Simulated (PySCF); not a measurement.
Isomers of C4H8 side by side.

PySCF, CAM-B3LYP/def2-SVPD, density fitting, gas phase; each molecule at its own PBE0-D3(BJ)/def2-SVP geometry, one conformer. Singlet excitations by full TDDFT with frozen cores, triplets by Tamm–Dancoff TDDFT and ionisation energies by ΔSCF, from the lowest of the holes tried. 

Torsions of the conformers computed, which needn't be the lowest (atom-mapped SMILES):
- `[CH2:1]=[CH:2][CH2:3][CH3:4]`: C1–C2–C3–C4 119°

Reference: `C/C=C/C`, with HOMO energy -8.23 eV, LUMO energy 1.64 eV, lowest singlet excitation 6.85 eV, lowest triplet excitation 4.30 eV, mean polarisability 52.7 au, dipole moment 0.00 D and vertical ionisation energy 9.15 eV.

Changes against it:

```json
{"molecule": "CC1CC1", "Δ electronic energy (kcal/mol)": "+6.1", "Δ HOMO energy (eV)": "-1.10", "Δ LUMO energy (eV)": "-0.04", "Δ lowest singlet excitation (eV)": "+0.98", "Δ lowest triplet excitation (eV)": "+3.36", "Δ mean polarisability (au)": "-4.8", "Δ dipole moment (D)": "+0.13", "Δ vertical ionisation energy (eV)": "+1.10"}
{"molecule": "C=C(C)C", "Δ electronic energy (kcal/mol)": "-0.7", "Δ HOMO energy (eV)": "-0.14", "Δ LUMO energy (eV)": "-0.31", "Δ lowest singlet excitation (eV)": "-0.09", "Δ lowest triplet excitation (eV)": "0.00", "Δ mean polarisability (au)": "-0.8", "Δ dipole moment (D)": "+0.57", "Δ vertical ionisation energy (eV)": "+0.14"}
{"molecule": "C/C=C\\C", "Δ electronic energy (kcal/mol)": "+1.1", "Δ HOMO energy (eV)": "0.00", "Δ LUMO energy (eV)": "-0.11", "Δ lowest singlet excitation (eV)": "-0.14", "Δ lowest triplet excitation (eV)": "+0.03", "Δ mean polarisability (au)": "-0.5", "Δ dipole moment (D)": "+0.25", "Δ vertical ionisation energy (eV)": "+0.01"}
```

Rows whose labels were lost:

```json
{"row": "P", "Δ electronic energy (kcal/mol)": "+6.4", "Δ HOMO energy (eV)": "-1.84", "Δ LUMO energy (eV)": "-0.09", "Δ lowest singlet excitation (eV)": "+1.63", "Δ lowest triplet excitation (eV)": "+3.96", "Δ mean polarisability (au)": "-5.4", "Δ dipole moment (D)": "0.00", "Δ vertical ionisation energy (eV)": "+1.86"}
{"row": "Q", "Δ electronic energy (kcal/mol)": "+3.1", "Δ HOMO energy (eV)": "-0.51", "Δ LUMO energy (eV)": "-0.31", "Δ lowest singlet excitation (eV)": "+0.44", "Δ lowest triplet excitation (eV)": "+0.07", "Δ mean polarisability (au)": "-0.7", "Δ dipole moment (D)": "+0.40", "Δ vertical ionisation energy (eV)": "+0.56"}
```

**Question.** Which row belongs to which of `C=CCC` and `C1CCC1`?

**Answer.** P = `C1CCC1` and Q = `C=CCC`. P and Q are told apart most clearly by the lowest triplet excitation (+3.96 against +0.07 eV).

**Question.** Which row has the smallest HOMO–LUMO gap and which the largest, and does the HOMO or the LUMO shift more there?

**Answer.** Smallest, counted from the reference: `C=C(C)C`, -0.17 eV (HOMO -0.14, LUMO -0.31), the larger shift being that of the LUMO. Largest: P, +1.75 eV (HOMO -1.84, LUMO -0.09), the larger shift being that of the HOMO.
